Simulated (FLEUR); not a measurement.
**RbCl under changes of volume**

One of the cells (35.094 Å³/atom); the others are scaled copies at fixed shape and fractional positions:

```xyz
2
Lattice="0.0000 3.2740 3.2740 3.2740 0.0000 3.2740 3.2740 3.2740 0.0000" Properties=species:S:1:pos:R:3 pbc="T T T"
Rb    0.0000    0.0000    0.0000
Cl    3.2740    3.2740    3.2740
```

```yaml
Program: FLEUR MaX-R8.1 (later development tree)
Functional: PBEsol
Potentials_or_basis: all-electron
Basis: FLAPW
Kmax: 4.1 1/bohr
k_mesh: 7 × 7 × 7
Occupations: fermi-dirac, width 0.05 eV
Spin: no spin polarisation
```

```tsv
volume (Å³/atom)	energy over the lowest point (meV/atom)	gap on the mesh (eV)
32.989	6.84	5.08
33.690	2.80	5.02
34.392	0.59	4.95
35.094	0.00	4.89
35.796	?	?
36.498	2.95	4.78
37.200	6.17	4.73
```

What does the run at 35.796 Å³/atom give?

Energy over the lowest point 0.84 meV/atom; gap on the mesh 4.83 eV.

Worked out: A Birch-Murnaghan fit of order 3 (a polynomial in V^(-2/3)) to the other rows has its minimum at 35.02 Å³/atom with B0 = V·E''(V) = 16.5 GPa and B' = 5.2. It gives 0.84 meV/atom at 35.796 Å³/atom, against the run's 0.84. A straight line through the other rows of the gap, of slope -2.93 eV per unit of ln V (its deformation potential), gives 4.84 eV, against the run's 4.83.

Energies are extrapolated to zero smearing.

Caveats: an odd mesh through Γ misses points on the zone boundary, where band edges often lie (some runs). Spin-orbit coupling on Rb is left out.
